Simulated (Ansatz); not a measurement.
The system is C.

```
C
1.0
     2.52210    0.00000    0.00000
    -1.26105    2.18420    0.00000
     0.00000    0.00000    8.23710
C
8
Direct
  0.66667 0.33333 0.84375
  0.33333 0.66667 0.34375
  0.66667 0.33333 0.65625
  0.33333 0.66667 0.15625
  0.00000 0.00000 0.90625
  0.00000 0.00000 0.40625
  0.00000 0.00000 0.59375
  0.00000 0.00000 0.09375
```

This is a hexagonal form of diamond, not graphite.

* Program: Ansatz 0.2.0
* Task: relaxation of cell and atoms
* Functional: PBE
* Dispersion: D4
* Potentials or basis: Ansatz PAW
* Cutoff: 420 eV (not typed: the program's choice for these potentials)
* k mesh: 12 × 12 × 4
* Occupations: fermi-dirac, width 0.05 eV
* Spin: no spin polarisation

At the start: volume 5.67 Å³/atom.

Question: How do energy, volume and symmetry change on relaxing?

Answer: It ends after 7 steps and the volume is 5.63 Å³/atom (-0.7 %); space group P6_3/mmc (No. 194, to 0.05 Å).

The path:
| step | energy change (eV) | largest force (eV/Å) | volume (Å³) |
| --- | --- | --- | --- |
| 1 | 0.0000 | 0.3279 | 45.38 |
| 2 | -0.0175 | 0.3591 | 45.18 |
| 3 | -0.0225 | 0.1803 | 45.12 |
| 4 | -0.0241 | 0.0040 | 45.06 |
| 5 | -0.0222 | 0.0050 | 45.06 |
| 6 | -0.0222 | 0.0001 | 45.05 |
| 7 | -0.0222 | 0.0001 | 45.05 |

Final structure:
```
C
1.0
     2.50788    0.00000    0.00000
    -1.25394    2.17189    0.00000
     0.00000    0.00000    8.27154
C
8
Cartesian
  1.2539 0.7240 6.9849
  0.0000 1.4479 2.8491
  1.2539 0.7240 5.4224
  0.0000 1.4479 1.2866
  0.0000 0.0000 7.5025
  0.0000 0.0000 3.3668
  0.0000 0.0000 4.9048
  0.0000 0.0000 0.7690
```

Caveat: the plane-wave basis is chosen anew once the cell has moved, so the energies of steps on either side of that aren't comparable; the pressure holds a Pulay correction of +1.0 GPa for the finite cutoff.
